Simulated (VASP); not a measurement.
# AlAs (F-43m) in VASP: notebook

One crystal, AlAs, is run at these levels: HSE06, PBE; tasks: band structure.

Program: VASP 6.6.1. These are calculated values, not measurements. Logs are shortened: lines on timing, memory, paths and dates and some standing lists are left out, and cuts for length are marked.

### Step 1. Starting point

Symmetry: F-43m, No. 216, cubic system. Conventional cell: a = 5.682 Å, b = 5.682 Å, c = 5.682 Å, α = 90.00°, β = 90.00°, γ = 90.00°. Around Al (site symmetry -43m) lie 4 As at 2.46 Å. As (site symmetry -43m) is surrounded by 4 Al at 2.46 Å.

### Step 2. Band structure, HSE06, spin-orbit coupling, no magnetisation

Input file POSCAR:

```
AlAs                                    
1.0
    0.0000000000      2.8408844733      2.8408844733
    2.8408844733      0.0000000000      2.8408844733
    2.8408844733      2.8408844733      0.0000000000
  Al              As            
     1     1
Direct
     0.0000000000000000    0.0000000000000000    0.0000000000000000
     0.2500000000000000    0.2500000000000000    0.2500000000000000
```

Input file INCAR.step1:

```
SYSTEM = AlAs
ALGO = Normal
EDIFF = 1E-5
ENCUT = 520
GGA = PE
GGA_COMPAT = .FALSE.
ISIF = 2
ISMEAR = 0
KPAR = 4
LASPH = .TRUE.
LCHARG = .FALSE.
LORBIT = 11
LREAL = .FALSE.
LSORBIT = .TRUE.
LWAVE = .TRUE.
MAGMOM = 0 0 0 0 0 0
NBANDS = 20
NELM = 80
PREC = Accurate
SIGMA = 0.03
```

Input file INCAR.step2:

```
SYSTEM = AlAs
ALGO = Normal
EDIFF = 1E-7
ENCUT = 520
GGA = PE
GGA_COMPAT = .FALSE.
HFSCREEN = 0.2
ISIF = 2
ISMEAR = 0
ISTART = 1
KPAR = 4
LASPH = .TRUE.
LCHARG = .FALSE.
LHFCALC = .TRUE.
LORBIT = 11
LREAL = .FALSE.
LSORBIT = .TRUE.
LWAVE = .FALSE.
MAGMOM = 0 0 0 0 0 0
NBANDS = 20
NELM = 80
PREC = Accurate
PRECFOCK = Fast
SIGMA = 0.03
```

Input file KPOINTS:

```
k-points
0
G
  4 4 4
  0 0 0
```

Input file KPOINTS_OPT:

```
explicit points
6
Reciprocal
 0.0000000000  0.0000000000  0.0000000000 1
 0.3750000000  0.3750000000  0.7500000000 1
 0.5000000000  0.5000000000  0.5000000000 1
 0.6250000000  0.2500000000  0.6250000000 1
 0.5000000000  0.2500000000  0.7500000000 1
 0.5000000000  0.0000000000  0.5000000000 1
```

Potentials or basis: VASP PAW PBE potentials, release 64 (Al, As).

On the command line:

```
$ cat potpaw_PBE.64/Al/POTCAR potpaw_PBE.64/As/POTCAR > POTCAR
$ cp INCAR.step1 INCAR
$ mpirun -np 4 vasp_ncl > vasp.out
$ cp INCAR.step2 INCAR
$ mpirun -np 4 vasp_ncl > vasp.out
```

OUTCAR:

```text
SYSTEM = AlAs
   EDIFF = 1E-7
   ENCUT = 520
   GGA = PE
   HFSCREEN = 0.2
   ISIF = 2
   ISMEAR = 0
   ISTART = 1
   LASPH = .TRUE.
   LHFCALC = .TRUE.
   LORBIT = 11
   LREAL = .FALSE.
   LSORBIT = .TRUE.
   NELM = 80
   PREC = Accurate
   PRECFOCK = Fast

 ion  position               nearest neighbor table
   1  0.000  0.000  0.000-   2 2.46   2 2.46   2 2.46   2 2.46
   2  0.250  0.250  0.250-   1 2.46   1 2.46   1 2.46   1 2.46

  LATTYP: Found a face centered cubic cell.
 ALAT       =     5.6817689466

  Lattice vectors:

 A1 = (   0.0000000000,   2.8408844733,   2.8408844733)
 A2 = (   2.8408844733,   0.0000000000,   2.8408844733)
 A3 = (   2.8408844733,   2.8408844733,   0.0000000000)

Analysis of symmetry for initial positions (statically):
=====================================================================
 Subroutine PRICEL returns:
 Original cell was already a primitive cell.

 Routine SETGRP: Setting up the symmetry group for a
 face centered cubic supercell.

 Subroutine GETGRP returns: Found 24 space group operations
 (whereof 24 operations were pure point group operations)
 out of a pool of 48 trial point group operations.

The static configuration has the point symmetry T_d .

Analysis of symmetry for dynamics (positions and initial velocities):
=====================================================================
 Subroutine PRICEL returns:
 Original cell was already a primitive cell.

 Routine SETGRP: Setting up the symmetry group for a
 face centered cubic supercell.

 Subroutine GETGRP returns: Found 24 space group operations
 (whereof 24 operations were pure point group operations)
 out of a pool of 48 trial point group operations.

The dynamic configuration has the point symmetry T_d .

Analysis of structural, dynamic, and magnetic symmetry:
=====================================================================
 Subroutine PRICEL returns:
 Original cell was already a primitive cell.

 Routine SETGRP: Setting up the symmetry group for a
 face centered cubic supercell.

 Subroutine GETGRP returns: Found 24 space group operations
 (whereof 24 operations were pure point group operations)
 out of a pool of 48 trial point group operations.

The overall configuration has the point symmetry T_d .

 Subroutine INISYM returns: Found 24 space group operations
 (whereof 24 operations are pure point group operations),
 and found     1 'primitive' translations

----------------------------------------------------------------------------------------

                                     Primitive cell

  volume of cell :      45.8554

  direct lattice vectors                    reciprocal lattice vectors
     0.000000000  2.840884473  2.840884473    -0.176001525  0.176001525  0.176001525
     2.840884473  0.000000000  2.840884473     0.176001525 -0.176001525  0.176001525
     2.840884473  2.840884473  0.000000000     0.176001525  0.176001525 -0.176001525

  length of vectors
     4.017617351  4.017617351  4.017617351     0.304843584  0.304843584  0.304843584

  position of ions in fractional coordinates (direct lattice)
     0.000000000  0.000000000  0.000000000
     0.250000000  0.250000000  0.250000000

  ion indices of the primitive-cell ions
   primitive index   ion index
                 1           1
                 2           2

----------------------------------------------------------------------------------------

 KPOINTS: k-points

Automatic generation of k-mesh.
[... 71 lines left out ...]
     AMIX_MAG =   1.60;   BMIX_MAG =  1.00
  volume/ion in A,a.u.               =      22.93       154.72
  Fermi-wavevector in a.u.,A,eV,Ry     =   0.914762  1.728649 11.385202  0.836789
  Thomas-Fermi vector in A             =   2.039426
   LORBIT       =     11    0 simple, 1 ext, 2 COOP (PROOUT), +10 PAW based schemes
   GGA     = PE    functional components
   LHFCALC =     T    Hartree Fock is set to
   PRECFOCK=fast      Normal, Fast or Accurate (Low or Medium for compatibility)
   ENCUT4O =  -1.0   cutoff for four orbital integrals eV
   NKREDX  =     1    reduce k-point grid by
   NKREDY  =     1    reduce k-point grid by
   NKREDZ  =     1    reduce k-point grid by
   AEXX    =    0.2500 exact exchange contribution
   HFSCREEN=    0.2000 screening length (either q_TF or 0.3 A-1)
   HFSCREENC=   0.2000 screening length for correlation (either q_TF or 0.3 A-1)
   ENCUTFOCK=  -1.0 apply spherical cutoff to Coloumb kernel
   IVDW    =     0    specifies the selected vdW correction
   LEPSILON=     F    determine dielectric tensor
   LRPA    =     F    only Hartree local field effects (RPA)
 Gauss-broadening in eV      SIGMA  =   0.03
  energy-cutoff  :      520.00
  volume of cell :       45.86
 maximum number of plane-waves:      2486
 NGX is ok and might be reduce to    30
  NGX = 18; NGY = 18; NGZ = 18

 number of electron       7.9999999 magnetization      -0.0000000     -0.0000000     -0.0000000

 number of electron       7.9999999 magnetization       0.0000000      0.0000000      0.0000000

 Free energy of the ion-electron system (eV)
  ---------------------------------------------------
  ext. energy  EPLUGINS =         0.00000000
  ---------------------------------------------------
  free energy    TOTEN  =       -10.91322542 eV

  energy without entropy =      -10.91322542  energy(sigma->0) =      -10.91322542

 E-fermi :   3.6283     XC(G=0):  -7.4914

 val. band max:        3.4425186333   @ k =   0.0000   0.0000   0.0000
 cond. band min:       5.4745120153   @ k =   0.5000   0.5000   0.0000
 fundamental gap:      2.0319933820
 Fermi energy:         3.6283187006

 k-point     1 :       0.0000    0.0000    0.0000
  band No.  band energies     occupation
      1      -9.6599      1.00000
      2      -9.6599      1.00000
      3       3.1286      1.00000
      4       3.1286      1.00000
      5       3.4425      1.00000
      6       3.4425      1.00000
[... 219 lines left out ...]
     19      16.8618      0.00000
     20      16.8622      0.00000

------------------------ aborting loop because EDIFF is reached ----------------------------------------

  FORCE on cell =-STRESS in cart. coord.  units (eV):
  Direction    XX          YY          ZZ          XY          YZ          ZX
  --------------------------------------------------------------------------------------
  -------------------------------------------------------------------------------------
  Total        0.0180031      0.0180031      0.0180031     -0.0000000      0.0000000     -0.0000000
  in kB        0.6290244      0.6290244      0.6290244     -0.0000000      0.0000000     -0.0000000
  external PRESSURE =       0.6290244 kB  Pullay stress =       0.0000000 kB

 VOLUME and BASIS-vectors are now :
 -----------------------------------------------------------------------------
  energy-cutoff  :      520.00
  volume of cell :       45.86
      direct lattice vectors                 reciprocal lattice vectors
     0.000000000  2.840884473  2.840884473    -0.176001525  0.176001525  0.176001525
     2.840884473  0.000000000  2.840884473     0.176001525 -0.176001525  0.176001525
     2.840884473  2.840884473  0.000000000     0.176001525  0.176001525 -0.176001525

 POSITION                                       TOTAL-FORCE (eV/Angst)
 -----------------------------------------------------------------------------------
      0.00000      0.00000      0.00000        -0.000000     -0.000000     -0.000000
      1.42044      1.42044      1.42044         0.000000      0.000000      0.000000
 -----------------------------------------------------------------------------------
    total drift:                                0.000000      0.000000      0.000000

  FREE ENERGIE OF THE ION-ELECTRON SYSTEM (eV)
  ---------------------------------------------------
  free  energy   TOTEN  =       -10.9132254179 eV

  energy  without entropy=      -10.9132254179  energy(sigma->0) =      -10.91322542

 Spin-Orbit-Coupling matrix elements

 Ion:    1  E_soc:     -0.0001502
 l=   1
     0.0000000    -0.0000250    -0.0000250
    -0.0000250     0.0000000    -0.0000250
    -0.0000250    -0.0000250     0.0000000
 l=   2
     0.0000000     0.0000000     0.0000000     0.0000000     0.0000000
     0.0000000     0.0000000     0.0000000     0.0000000     0.0000000
     0.0000000     0.0000000     0.0000000     0.0000000     0.0000000
     0.0000000     0.0000000     0.0000000     0.0000000     0.0000000
     0.0000000     0.0000000     0.0000000     0.0000000     0.0000000
 l=   3
     0.0000000     0.0000000     0.0000000     0.0000000     0.0000000     0.0000000     0.0000000
     0.0000000     0.0000000     0.0000000     0.0000000     0.0000000     0.0000000     0.0000000
     0.0000000     0.0000000     0.0000000     0.0000000     0.0000000     0.0000000     0.0000000
     0.0000000     0.0000000     0.0000000     0.0000000     0.0000000     0.0000000     0.0000000
     0.0000000     0.0000000     0.0000000     0.0000000     0.0000000     0.0000000     0.0000000
     0.0000000     0.0000000     0.0000000     0.0000000     0.0000000     0.0000000     0.0000000
     0.0000000     0.0000000     0.0000000     0.0000000     0.0000000     0.0000000     0.0000000

 Ion:    2  E_soc:     -0.0218144
 l=   1
     0.0000000    -0.0036269    -0.0036269
    -0.0036269     0.0000000    -0.0036269
    -0.0036269    -0.0036269     0.0000000
 l=   2
     0.0000000    -0.0000049     0.0000000    -0.0000049    -0.0000039
    -0.0000049     0.0000000    -0.0000030    -0.0000049    -0.0000010
     0.0000000    -0.0000030     0.0000000    -0.0000030     0.0000000
    -0.0000049    -0.0000049    -0.0000030     0.0000000    -0.0000010
    -0.0000039    -0.0000010     0.0000000    -0.0000010     0.0000000
 l=   3
     0.0000000     0.0000000     0.0000000     0.0000000     0.0000000     0.0000000     0.0000000
     0.0000000     0.0000000     0.0000000     0.0000000     0.0000000     0.0000000     0.0000000
     0.0000000     0.0000000     0.0000000     0.0000000     0.0000000     0.0000000     0.0000000
     0.0000000     0.0000000     0.0000000     0.0000000     0.0000000     0.0000000     0.0000000
     0.0000000     0.0000000     0.0000000     0.0000000     0.0000000     0.0000000     0.0000000
     0.0000000     0.0000000     0.0000000     0.0000000     0.0000000     0.0000000     0.0000000
     0.0000000     0.0000000     0.0000000     0.0000000     0.0000000     0.0000000     0.0000000

 total charge

# of ion       s       p       d       tot
------------------------------------------
    1        0.451   0.382   0.000   0.832
    2        1.198   1.736   0.024   2.959
--------------------------------------------------
tot          1.649   2.118   0.024   3.791

 magnetization (x)

# of ion       s       p       d       tot
------------------------------------------
    1        0.000   0.000   0.000   0.000
    2        0.000   0.000   0.000   0.000
--------------------------------------------------
tot          0.000   0.000   0.000   0.000

 magnetization (y)

# of ion       s       p       d       tot
------------------------------------------
    1        0.000   0.000   0.000   0.000
    2        0.000  -0.000   0.000  -0.000
--------------------------------------------------
tot          0.000  -0.000   0.000   0.000

 magnetization (z)

# of ion       s       p       d       tot
------------------------------------------
    1       -0.000   0.000   0.000   0.000
    2       -0.000   0.000   0.000   0.000
--------------------------------------------------
tot         -0.000   0.000   0.000   0.000
```

Wall time 4.2 min (4 MPI ranks of Intel Xeon Platinum 8375C at 2.90GHz (Ice Lake), shared host); peak memory 0.35 GiB.

What came out:

* Free energy: -10.9132 eV
* Pressure: 0.1 GPa
* Valence electrons inside the program's atomic spheres: Al 0.83; As 2.96

Caveat: the k mesh is coarse (spacing up to 0.48 Å⁻¹), so the values aren't converged, least of all with exact exchange; the PAW data sets were made with another functional, which shifts forces and pressure a little.

(Continued in part 2 of 2.)
